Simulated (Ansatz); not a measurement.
Wurtzite BeO, treated with dielectric-dependent PBE hybrid (Ansatz, an electronic-structure program, plane waves, PAW).

Settings: plane-wave cutoff 460 eV, 12×12×6 k mesh (along the axes of the cell as run), Fermi–Dirac smearing 0.01 eV, scalar-relativistic PAW data made under PBE.

Cell (measured lattice):

```yaml
crystal:
  lattice:
    - [-1.34900, -2.33654, 0.00000]
    - [-1.34900, 2.33654, 0.00000]
    - [0.00000, 0.00000, 4.38000]
  atoms:
    - { symbol: Be, position: [0.66667, 0.33333, 0.50000] }
    - { symbol: Be, position: [0.33333, 0.66667, 0.00000] }
    - { symbol: O, position: [0.66667, 0.33333, 0.87800] }
    - { symbol: O, position: [0.33333, 0.66667, 0.37800] }
```

Task: Estimate the band gap and width of the whole s-p valence band that the calculation returns.

Result: 
- band gap: 11.02 eV (on the SCF k mesh) (direct)
- width of the whole s-p valence band: 20.84 eV

Measured, for comparison: band gap 11.29 eV (zero-point renormalisation of 699 meV (computed, non-adiabatic AHC, without the lattice-expansion part) added back here; inputs from Miglio et al. (2020), arXiv:2011.12765). Computed (rounded) less measured: band gap -0.27 eV.

Note: cell and atoms aren't relaxed at this level (pressure -4.8 GPa).

The computed numbers hold no vibrational or temperature effects.
